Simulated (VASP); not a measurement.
# Dielectric function of RbBr, part 2 of 3

What does the band structure of RbBr give for its optical response? The cell is of the rock-salt type, one of the forms listed for this formula. The start is a cell from a database of measured crystal structures.

VASP 6.6.1, plane waves and PAW; the level of theory is named at each step.

So far, gap on the k-mesh (eV): step 2 (ground state) 4.36.

The database entry behind the starting cell differs from later determinations by our own check (about 0.5 % short), so it need not match the best structure at ambient conditions.

## Step 4: Static response with local fields

Level of this step: PBE; plane waves and PAW (Rb_sv, Br) (VASP).

Perturbation theory (LEPSILON) gives the dielectric tensor with local fields, and the Born charges.

Contents of INCAR:

```
SYSTEM = RbBr
PREC = Accurate
ENCUT = 400
EDIFF = 1E-08
NELM = 100
ISMEAR = 0
SIGMA = 0.01
LREAL = .FALSE.
ALGO = Normal
GGA = PE
NBANDS = 14
LWAVE = .FALSE.
LCHARG = .FALSE.
KPAR = 4
LEPSILON = .TRUE.
```

Contents of POSCAR:

```
RbBr
1.0
    0.0000000000      3.4270000000      3.4270000000
    3.4270000000      0.0000000000      3.4270000000
    3.4270000000      3.4270000000      0.0000000000
Rb Br
1 1
Direct
    0.0000000000      0.0000000000      0.0000000000
    0.5000000000      0.5000000000      0.5000000000
```

Contents of KPOINTS:

```
Automatic mesh
0
Gamma
9 9 9
0 0 0
```

PAW data sets: Rb_sv and Br (PBE family, release 64).

Command:

```bash
mpirun -np 4 vasp_std
```

The program printed:

```text
[... set-up lines as in an earlier step ...]
 entering main loop
       N       E                     dE             d eps       ncg     rms          rms(c)
DAV:   1     0.757483351132E+02    0.75748E+02   -0.57583E+03   980   0.793E+02
DAV:   2    -0.120418771686E+01   -0.76953E+02   -0.70712E+02  1380   0.160E+02
DAV:   3    -0.618636086644E+01   -0.49822E+01   -0.49612E+01  1304   0.425E+01
DAV:   4    -0.631401838515E+01   -0.12766E+00   -0.12763E+00  1410   0.645E+00
DAV:   5    -0.631517151168E+01   -0.11531E-02   -0.11531E-02  1322   0.575E-01    0.287E+00
DAV:   6    -0.610091127390E+01    0.21426E+00   -0.29238E-01  1202   0.250E+00    0.192E+00
DAV:   7    -0.608458930112E+01    0.16322E-01   -0.13621E-01  1268   0.181E+00    0.957E-01
DAV:   8    -0.609616426079E+01   -0.11575E-01   -0.14357E-02  1056   0.716E-01    0.978E-02
DAV:   9    -0.609672764920E+01   -0.56339E-03   -0.75632E-04  1324   0.143E-01    0.680E-02
DAV:  10    -0.609715114549E+01   -0.42350E-03   -0.51147E-04   992   0.131E-01    0.213E-02
DAV:  11    -0.609715624000E+01   -0.50945E-05   -0.33484E-05  1268   0.316E-02    0.110E-02
DAV:  12    -0.609716076363E+01   -0.45236E-05   -0.10480E-05  1004   0.186E-02    0.161E-03
DAV:  13    -0.609716098007E+01   -0.21644E-06   -0.33880E-07  1376   0.329E-03    0.258E-03
DAV:  14    -0.609716097292E+01    0.71514E-08   -0.26414E-07  1010   0.269E-03    0.683E-04
DAV:  15    -0.609716097259E+01    0.33333E-09   -0.91405E-09   974   0.652E-04
   1 F= -.60971610E+01 E0= -.60971610E+01  d E =-.143438E-44
 Linear response reoptimize wavefunctions to high precision
DAV:   1    -0.609716096473E+01    0.78617E-08   -0.28717E-09  1174   0.290E-04
DAV:   2    -0.609716096473E+01    0.13642E-11   -0.80653E-11   562   0.678E-05
 Linear response G [H, r] |phi>, progress :
  Direction:   1
       N       E                     dE             d eps       ncg     rms
RMM:   1    -0.592809148412E+02   -0.59281E+02    0.35007E+02  1960   0.843E+01
RMM:   2    -0.616542543656E+02   -0.23733E+01   -0.72504E+00  1909   0.150E+01
RMM:   3    -0.618653171614E+02   -0.21106E+00   -0.13342E+00  2137   0.374E+00
RMM:   4    -0.619041350007E+02   -0.38818E-01   -0.28337E-01  2305   0.144E+00
RMM:   5    -0.619090783879E+02   -0.49434E-02   -0.66240E-02  2276   0.584E-01
RMM:   6    -0.619099882646E+02   -0.90988E-03   -0.21398E-02  2358   0.279E-01
RMM:   7    -0.619102833771E+02   -0.29511E-03    0.89097E-03  2329   0.139E-01
RMM:   8    -0.619103882957E+02   -0.10492E-03    0.58499E-03  2336   0.619E-02
RMM:   9    -0.619104103753E+02   -0.22080E-04    0.38289E-03  2286   0.284E-02
RMM:  10    -0.619104161686E+02   -0.57934E-05    0.18176E-03  2241   0.137E-02
RMM:  11    -0.619104173543E+02   -0.11857E-05    0.12895E-03  2186   0.747E-03
RMM:  12    -0.619104180692E+02   -0.71488E-06    0.12765E-03  2013   0.421E-03
RMM:  13    -0.619104178925E+02    0.17666E-06    0.97283E-04  1702   0.247E-03
RMM:  14    -0.619104181872E+02   -0.29465E-06    0.83097E-04  1445   0.161E-03
RMM:  15    -0.619104179859E+02    0.20133E-06    0.78108E-04  1336   0.112E-03
RMM:  16    -0.619104181772E+02   -0.19139E-06    0.75351E-04  1242   0.859E-04
RMM:  17    -0.619104180108E+02    0.16641E-06    0.76081E-04  1161   0.705E-04
RMM:  18    -0.619104181438E+02   -0.13298E-06    0.75615E-04  1106   0.613E-04
RMM:  19    -0.619104179956E+02    0.14820E-06    0.76521E-04  1079   0.553E-04
RMM:  20    -0.619104180985E+02   -0.10284E-06    0.75778E-04  1043   0.518E-04
RMM:  21    -0.619104179946E+02    0.10384E-06    0.76080E-04  1003   0.493E-04
RMM:  22    -0.619104181013E+02   -0.10673E-06    0.75550E-04   963   0.478E-04
RMM:  23    -0.619104179767E+02    0.12465E-06    0.76052E-04   894   0.467E-04
RMM:  24    -0.619104180906E+02   -0.11391E-06    0.75405E-04   849   0.461E-04
 Linear response G [H, r] |phi>, progress :
  Direction:   2
       N       E                     dE             d eps       ncg     rms
RMM:   1    -0.560089482044E+02   -0.56009E+02    0.37719E+02  1991   0.855E+01
RMM:   2    -0.584381265473E+02   -0.24292E+01   -0.59959E+00  1913   0.151E+01
RMM:   3    -0.585918086857E+02   -0.15368E+00   -0.90515E-01  2158   0.344E+00
RMM:   4    -0.586213034732E+02   -0.29495E-01   -0.20749E-01  2324   0.127E+00
RMM:   5    -0.586251177325E+02   -0.38143E-02   -0.59332E-02  2312   0.525E-01
RMM:   6    -0.586258783328E+02   -0.76060E-03   -0.19181E-02  2398   0.254E-01
RMM:   7    -0.586261690639E+02   -0.29073E-03    0.42942E-03  2352   0.119E-01
RMM:   8    -0.586262704315E+02   -0.10137E-03    0.16674E-03  2380   0.542E-02
RMM:   9    -0.586262939155E+02   -0.23484E-04    0.12716E-03  2361   0.258E-02
RMM:  10    -0.586262998593E+02   -0.59438E-05    0.54151E-04  2297   0.132E-02
RMM:  11    -0.586263014239E+02   -0.15646E-05    0.27338E-04  2220   0.706E-03
RMM:  12    -0.586263018269E+02   -0.40301E-06   -0.15027E-04  1979   0.387E-03
RMM:  13    -0.586263020033E+02   -0.17637E-06   -0.13209E-04  1672   0.231E-03
RMM:  14    -0.586263019789E+02    0.24325E-07   -0.73208E-05  1424   0.152E-03
RMM:  15    -0.586263020630E+02   -0.84110E-07   -0.46226E-05  1339   0.108E-03
RMM:  16    -0.586263020465E+02    0.16519E-07   -0.48162E-05  1268   0.820E-04
RMM:  17    -0.586263020333E+02    0.13227E-07   -0.31233E-05  1193   0.666E-04
RMM:  18    -0.586263020867E+02   -0.53359E-07   -0.31360E-05  1143   0.575E-04
RMM:  19    -0.586263020615E+02    0.25200E-07   -0.24917E-05  1103   0.521E-04
RMM:  20    -0.586263020989E+02   -0.37395E-07   -0.28676E-05  1061   0.488E-04
RMM:  21    -0.586263021066E+02   -0.77768E-08   -0.21713E-05  1023   0.467E-04
RMM:  22    -0.586263020947E+02    0.11906E-07   -0.23239E-05   970   0.454E-04
RMM:  23    -0.586263020938E+02    0.88735E-09   -0.21755E-05   893   0.446E-04
 Linear response G [H, r] |phi>, progress :
  Direction:   3
       N       E                     dE             d eps       ncg     rms
RMM:   1    -0.560257290349E+02   -0.56026E+02    0.37857E+02  1959   0.823E+01
RMM:   2    -0.585720753568E+02   -0.25463E+01   -0.79612E+00  1852   0.157E+01
RMM:   3    -0.587708206914E+02   -0.19875E+00   -0.13993E+00  2068   0.370E+00
RMM:   4    -0.588047082603E+02   -0.33888E-01   -0.34084E-01  2188   0.144E+00
RMM:   5    -0.588091049469E+02   -0.43967E-02   -0.89369E-02  2180   0.638E-01
RMM:   6    -0.588100987942E+02   -0.99385E-03   -0.29361E-02  2249   0.329E-01
RMM:   7    -0.588105438447E+02   -0.44505E-03    0.28098E-04  2165   0.159E-01
RMM:   8    -0.588106642071E+02   -0.12036E-03    0.57534E-03  2118   0.704E-02
RMM:   9    -0.588106904766E+02   -0.26269E-04    0.37138E-03  2076   0.351E-02
RMM:  10    -0.588106972496E+02   -0.67730E-05    0.59505E-03  1990   0.184E-02
[...]
RMM:   7    -0.457879192045E+00   -0.51864E-06   -0.10937E-04  2269   0.362E-03
RMM:   8    -0.457879295962E+00   -0.10392E-06    0.19039E-06  2251   0.139E-03
RMM:   9    -0.457879309075E+00   -0.13114E-07   -0.30163E-05  2126   0.480E-04
RMM:  10    -0.457879310229E+00   -0.11534E-08   -0.11761E-06  1921   0.186E-04
RMM:  11    -0.457879308153E+00    0.20758E-08   -0.29132E-06  1576   0.788E-05
RMM:  12    -0.457879303479E+00    0.46737E-08   -0.68041E-08  1323   0.489E-05
 change of polarisation eV/A/(eV/A) component  1 :     0.916     0.080     0.043
 dielectric tensor                  component  1 :     3.059     0.181     0.097
 Linear response to external field (no local field effect), progress :
  Direction:   2
       N       E                     dE             d eps       ncg     rms          rms(c)
RMM:   1    -0.384170114916E+00   -0.38417E+00   -0.88973E-01  2233   0.275E+00
RMM:   2    -0.393212828475E+00   -0.90427E-02   -0.35363E-02  2101   0.674E-01
RMM:   3    -0.394977912345E+00   -0.17651E-02   -0.27072E-03  2311   0.181E-01
RMM:   4    -0.395142429001E+00   -0.16452E-03   -0.31206E-04  2364   0.569E-02
RMM:   5    -0.395161109177E+00   -0.18680E-04   -0.39605E-05  2363   0.193E-02
RMM:   6    -0.395163526154E+00   -0.24170E-05   -0.52440E-06  2362   0.714E-03
RMM:   7    -0.395163872480E+00   -0.34633E-06   -0.68503E-05  2368   0.289E-03
RMM:   8    -0.395163932050E+00   -0.59570E-07   -0.14030E-05  2362   0.107E-03
RMM:   9    -0.395163939065E+00   -0.70148E-08   -0.19426E-05  2182   0.370E-04
RMM:  10    -0.395163939939E+00   -0.87377E-09   -0.26252E-06  1911   0.139E-04
RMM:  11    -0.395163934483E+00    0.54555E-08   -0.18058E-06  1600   0.679E-05
RMM:  12    -0.395163928940E+00    0.55431E-08   -0.29174E-07  1261   0.459E-05
RMM:  13    -0.395163925602E+00    0.33381E-08    0.22098E-09  1112   0.430E-05
 change of polarisation eV/A/(eV/A) component  2 :     0.080     0.790    -0.060
 dielectric tensor                  component  2 :     0.181     2.777    -0.135
 Linear response to external field (no local field effect), progress :
  Direction:   3
       N       E                     dE             d eps       ncg     rms          rms(c)
RMM:   1    -0.350055664630E+00   -0.35006E+00   -0.68481E-01  2131   0.264E+00
RMM:   2    -0.358170020165E+00   -0.81144E-02   -0.34325E-02  1986   0.607E-01
RMM:   3    -0.359901853356E+00   -0.17318E-02   -0.25529E-03  2140   0.163E-01
RMM:   4    -0.360066740718E+00   -0.16489E-03   -0.30392E-04  2216   0.520E-02
RMM:   5    -0.360086237649E+00   -0.19497E-04   -0.42233E-05  2153   0.185E-02
RMM:   6    -0.360088894995E+00   -0.26573E-05   -0.44654E-06  2071   0.686E-03
RMM:   7    -0.360089312377E+00   -0.41738E-06   -0.43906E-05  2062   0.294E-03
RMM:   8    -0.360089387505E+00   -0.75128E-07   -0.40288E-06  2022   0.104E-03
RMM:   9    -0.360089395699E+00   -0.81942E-08   -0.67278E-06  1852   0.367E-04
RMM:  10    -0.360089396898E+00   -0.11994E-08   -0.68270E-07  1672   0.139E-04
RMM:  11    -0.360089391974E+00    0.49239E-08   -0.56159E-07  1360   0.641E-05
RMM:  12    -0.360089389396E+00    0.25788E-08    0.18552E-08  1184   0.451E-05
 change of polarisation eV/A/(eV/A) component  3 :     0.043    -0.060     0.720
 dielectric tensor                  component  3 :     0.097    -0.135     2.619
 Linear response to external field, progress :
  Direction:   1
       N       E                     dE             d eps       ncg     rms          rms(c)
RMM:   1    -0.392467987182E+00   -0.39247E+00   -0.88077E-01  4664   0.275E+00
RMM:   2    -0.402190861529E+00   -0.97229E-02   -0.39003E-02  4340   0.661E-01    0.138E+00
RMM:   3    -0.358905096439E+00    0.43286E-01   -0.73061E-02  3914   0.124E+00    0.671E-01
RMM:   4    -0.374950651451E+00   -0.16046E-01   -0.58359E-02  3857   0.107E+00    0.179E-01
RMM:   5    -0.393948211731E+00   -0.18998E-01   -0.26201E-03  4065   0.305E-01    0.227E-02
RMM:   6    -0.395556981338E+00   -0.16088E-02   -0.48232E-04  4673   0.827E-02    0.111E-02
RMM:   7    -0.396342189657E+00   -0.78521E-03   -0.59235E-05  4402   0.310E-02    0.495E-03
RMM:   8    -0.396481290818E+00   -0.13910E-03   -0.33284E-05  4599   0.129E-02    0.171E-03
RMM:   9    -0.396533270830E+00   -0.51980E-04   -0.10308E-05  5048   0.463E-03    0.787E-04
RMM:  10    -0.396537222535E+00   -0.39517E-05   -0.81746E-06  4784   0.171E-03    0.336E-04
RMM:  11    -0.396534795857E+00    0.24267E-05    0.57821E-07  4796   0.747E-04    0.580E-05
RMM:  12    -0.396534762822E+00    0.33035E-07   -0.31216E-07  4859   0.276E-04    0.372E-05
RMM:  13    -0.396534498222E+00    0.26460E-06    0.39515E-08  3875   0.107E-04    0.107E-05
RMM:  14    -0.396534369969E+00    0.12825E-06    0.28172E-08  2999   0.546E-05    0.881E-06
 change of polarisation eV/A/(eV/A) component  1 :     0.688     0.049     0.018
 dielectric tensor                  component  1 :     2.546     0.110     0.040
 Linear response to external field, progress :
  Direction:   2
       N       E                     dE             d eps       ncg     rms          rms(c)
RMM:   1    -0.392489889104E+00   -0.39249E+00   -0.88099E-01  4680   0.275E+00
RMM:   2    -0.402194184368E+00   -0.97043E-02   -0.38930E-02  4352   0.664E-01    0.138E+00
RMM:   3    -0.358903225686E+00    0.43291E-01   -0.73024E-02  3922   0.124E+00    0.671E-01
RMM:   4    -0.374963948159E+00   -0.16061E-01   -0.58584E-02  3864   0.107E+00    0.179E-01
RMM:   5    -0.393936766754E+00   -0.18973E-01   -0.26228E-03  4080   0.306E-01    0.224E-02
RMM:   6    -0.395554503437E+00   -0.16177E-02   -0.48386E-04  4690   0.834E-02    0.112E-02
RMM:   7    -0.396340771129E+00   -0.78627E-03   -0.49494E-05  4429   0.313E-02    0.500E-03
RMM:   8    -0.396480079092E+00   -0.13931E-03   -0.31647E-05  4660   0.130E-02    0.164E-03
RMM:   9    -0.396534191926E+00   -0.54113E-04   -0.84246E-06  5042   0.463E-03    0.763E-04
RMM:  10    -0.396537139734E+00   -0.29478E-05   -0.89465E-06  4830   0.173E-03    0.295E-04
RMM:  11    -0.396534747705E+00    0.23920E-05   -0.10432E-07  4863   0.743E-04    0.515E-05
RMM:  12    -0.396534775996E+00   -0.28291E-07   -0.63146E-08  4863   0.279E-04    0.346E-05
RMM:  13    -0.396534507933E+00    0.26806E-06   -0.21620E-07  3949   0.107E-04    0.107E-05
RMM:  14    -0.396534392859E+00    0.11507E-06    0.88365E-08  3050   0.552E-05    0.747E-06
 change of polarisation eV/A/(eV/A) component  2 :     0.031     0.688    -0.011
 dielectric tensor                  component  2 :     0.069     2.546    -0.024
 Linear response to external field, progress :
  Direction:   3
       N       E                     dE             d eps       ncg     rms          rms(c)
RMM:   1    -0.392489411855E+00   -0.39249E+00   -0.88098E-01  4680   0.275E+00
RMM:   2    -0.402194491157E+00   -0.97051E-02   -0.38931E-02  4354   0.664E-01    0.138E+00
RMM:   3    -0.358903201974E+00    0.43291E-01   -0.73026E-02  3923   0.124E+00    0.671E-01
RMM:   4    -0.374962911744E+00   -0.16060E-01   -0.58570E-02  3864   0.107E+00    0.179E-01
RMM:   5    -0.393938470981E+00   -0.18976E-01   -0.26239E-03  4084   0.306E-01    0.224E-02
RMM:   6    -0.395555600403E+00   -0.16171E-02   -0.48389E-04  4692   0.835E-02    0.112E-02
RMM:   7    -0.396339913287E+00   -0.78431E-03   -0.55393E-05  4426   0.313E-02    0.500E-03
RMM:   8    -0.396480912463E+00   -0.14100E-03   -0.18832E-05  4642   0.130E-02    0.165E-03
RMM:   9    -0.396533873556E+00   -0.52961E-04    0.17907E-06  5056   0.469E-03    0.775E-04
RMM:  10    -0.396537358826E+00   -0.34853E-05   -0.77461E-06  4831   0.174E-03    0.324E-04
RMM:  11    -0.396534744253E+00    0.26146E-05    0.17616E-06  4826   0.750E-04    0.511E-05
RMM:  12    -0.396534795321E+00   -0.51068E-07   -0.70679E-07  4917   0.278E-04    0.359E-05
RMM:  13    -0.396534518941E+00    0.27638E-06    0.24139E-07  3934   0.106E-04    0.109E-05
RMM:  14    -0.396534394860E+00    0.12408E-06    0.19205E-09  3064   0.549E-05    0.779E-06
 change of polarisation eV/A/(eV/A) component  3 :    -0.001     0.021     0.688
 dielectric tensor                  component  3 :    -0.002     0.046     2.546
 Born effective charges drift removed
```

Elapsed: 3.1 min, on 4 MPI ranks of AMD EPYC 7R43, shared host; peak memory 1.1 GiB; 12 min of CPU time.

Parts of OUTCAR (step 4):

```text
The static configuration has the point symmetry O_h .

 Found     35 irreducible k-points:

   k-points           NKPTS =     35   k-points in BZ     NKDIM =     35   number of bands    NBANDS=     14

   NELECT =      16.0000    total number of electrons

  Total        0.5039795      0.5039795      0.5039795      0.0000000      0.0000000     -0.0000000
  in kB       10.0311599     10.0311599     10.0311599      0.0000000      0.0000000     -0.0000000
  external PRESSURE =      10.0311599 kB  Pullay stress =       0.0000000 kB

 MACROSCOPIC STATIC DIELECTRIC TENSOR (including local field effects in DFT)
 ------------------------------------------------------
           2.545880     0.000000    -0.000000
           0.000000     2.545880    -0.000000
           0.000000     0.000000     2.545880
 ------------------------------------------------------

 PIEZOELECTRIC TENSOR (including local field effects)  for field in x, y, z        (C/m^2)
          XX          YY          ZZ          XY          YZ          ZX
  --------------------------------------------------------------------------------
  x     0.00000     0.00000     0.00000     0.00000     0.00000     0.00000
  y     0.00000     0.00000     0.00000     0.00000     0.00000     0.00000
  z     0.00000     0.00000     0.00000     0.00000     0.00000     0.00000

 BORN EFFECTIVE CHARGES (including local field effects) (in |e|, cummulative output)
 ---------------------------------------------------------------------------------
 ion    1
    1     1.15492     0.00000     0.00000
    2     0.00000     1.15492     0.00000
    3     0.00000     0.00000     1.15492
 ion    2
    1    -1.15492     0.00000     0.00000
    2     0.00000    -1.15492     0.00000
    3     0.00000     0.00000    -1.15492

[... 8 parts as in an earlier step ...]

[... 1 further part left out ...]
```

Energies printed during the response cycles are not total energies of the cell.

Numbers from this step:

```yaml
fermi_energy: -1.656 eV
pressure: 1.003 GPa
```

Electronic dielectric tensor with local fields:

```
2.55 0.00 0.00
0.00 2.55 0.00
0.00 0.00 2.55
```

Born effective charge (e), principal values of the symmetric part by kind of site:

```tsv
atom	atoms with these values	low	middle	high	mean
Rb1	1	1.15	1.15	1.15	1.15
Br2	1	-1.15	-1.15	-1.15	-1.15
```

In full for Rb1:

```
1.15 0.00 0.00
0.00 1.15 0.00
0.00 0.00 1.15
```

The mean electronic (clamped-ion) dielectric constant is 2.55.

(Continued in part 3 of 3.)

[Lines on the potential files, build, host, timing and source positions are cut from VASP's logs without a mark.]

[Logs are printed without paths, hosts, clocks, repeated set-up lines and the standing remarks that a program may print on its own settings, such as how far it seeks lower states.]

[Hosts, paths, dates, database ids (printed as entryN), source tags and the programs' standing remarks are cut or masked in the printed files.]
